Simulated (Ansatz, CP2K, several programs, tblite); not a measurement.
Energy against volume for CaSe, NiAs type, at fixed shape and fractional coordinates, computed by several methods (PBE and r2SCAN, where shown, with plane waves in Ansatz); the cell shown is that of r2SCAN. With free coordinates or axes held, a curve is too stiff, and on another method's shape its minimum isn't the method's own volume. Space group P6_3/mmc (No. 194), hexagonal; a = 4.132 Å, c = 7.163 Å in the conventional setting, 26.47 Å³ an atom. Ca is surrounded by 6 Se at 2.98 Å; Se is surrounded by 6 Ca at 2.98 Å. No spin polarisation. The prototype was imposed, so other structures may be more stable. Energies count from each curve's lowest point; fits are third-order Birch-Murnaghan.

```cif
data_structure
_symmetry_space_group_name_H-M 'P6_3/mmc'
_symmetry_Int_Tables_number 194
_cell_length_a 4.1317
_cell_length_b 4.1317
_cell_length_c 7.1625
_cell_angle_alpha 90.000
_cell_angle_beta 90.000
_cell_angle_gamma 120.000
_cell_volume 105.89
loop_
_atom_site_label
_atom_site_type_symbol
_atom_site_symmetry_multiplicity
_atom_site_Wyckoff_symbol
_atom_site_fract_x
_atom_site_fract_y
_atom_site_fract_z
_atom_site_occupancy
Ca1 Ca 2 a 0.00000 0.00000 0.00000 1
Se1 Se 2 c 0.33333 0.66667 0.25000 1
```

PBE/DZVP (CP2K), on the shape of the cell shown:
```csv
V (Å³/atom),E (meV/atom)
23.295,101.54
24.884,29.68
26.472,0.00
28.060,1.66
29.649,26.63
```
V₀ = 27.15 Å³ an atom and B₀ = 47 GPa.

GFN2-xTB (tblite), on the shape of the cell shown, as a cluster of 72 atoms at the zone centre:

| V (Å³/atom) | E (meV/atom) |
| --- | --- |
| 23.295 | 124.89 |
| 24.884 | 80.50 |
| 26.472 | 61.37 |
| 28.060 | 0.00 |
| 29.649 | 11.87 |

The points scatter about a smooth fit, so no fit is quoted.

r2SCAN, on the shape of its own relaxed cell:
```csv
V (Å³/atom),E (meV/atom)
24.884,16.94
25.678,3.99
26.472,0.00
27.266,3.67
28.060,13.90
```
V₀ = 26.47 Å³ an atom and B₀ = 51 GPa.

PBE/SZV (CP2K), on the shape of the cell shown:
```
V (Å³/atom)  E (meV/atom)
     23.295        325.23
     24.884        171.21
     26.472         75.17
     28.060         21.80
     29.649          0.00
```
The lowest point is an end point, so the minimum isn't bracketed.

light PBE (260 eV, its own mesh), on the shape of the cell shown:
```
V (Å³/atom)  E (meV/atom)
     24.354         38.47
     25.413         16.65
     26.472          0.00
     27.531          8.41
     28.590         15.35
     29.649         36.97
```
The points scatter about a smooth fit, as a low cutoff and a light mesh can make them, so no fit is quoted.
